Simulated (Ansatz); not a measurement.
Runs of Ansatz 0.2.0 on Co. The typed cell holds 1 atom: a = 2.425 Å, b = 2.437 Å, c = 2.401 Å, α = 107.69°, β = 110.08°, γ = 109.82°. This isn't the form of Co at room conditions, which is hcp.

| level | cutoff (eV) | gap on the mesh (eV) | pressure (GPa) | moment (μB) |
| --- | --- | --- | --- | --- |
| LDA | 420 | none | -15.8 | (b) |
| r2SCAN | 500 | none | -1.9 | (a) |
| HSE06 | 420 | none | 9.3 | 1.98 |
| PBE0 | 420 | none | 9.2 | 2.05 |
| r2SCAN0 | 500 | none | 10.3 | (c) |

Alike in all rows: task projected density of states; potentials or basis Ansatz PAW; spin collinear, ferromagnetic start; cell sheared at random, sigma 0.01, atoms nudged by 0.01 Å; k mesh 8 × 7 × 8; smearing fermi-dirac 0.05 eV; the mesh is coarse, so values aren't converged.

Task: Estimate the missing entries.

Result: (a) 1.90; (b) 1.76; (c) 2.14.

Caveats: all runs use coarse meshes; the PAW data sets come from PBE, with cores solved anew for the run's functional, which leaves a small shift of forces and pressure; the density of states is complete only up to the lowest level of the last band computed; the magnetic or orbital state may not be the lowest (some runs); the thresholds are loose for stress (some runs).

A gap of «none» marks a metal or a gap under the smearing width.
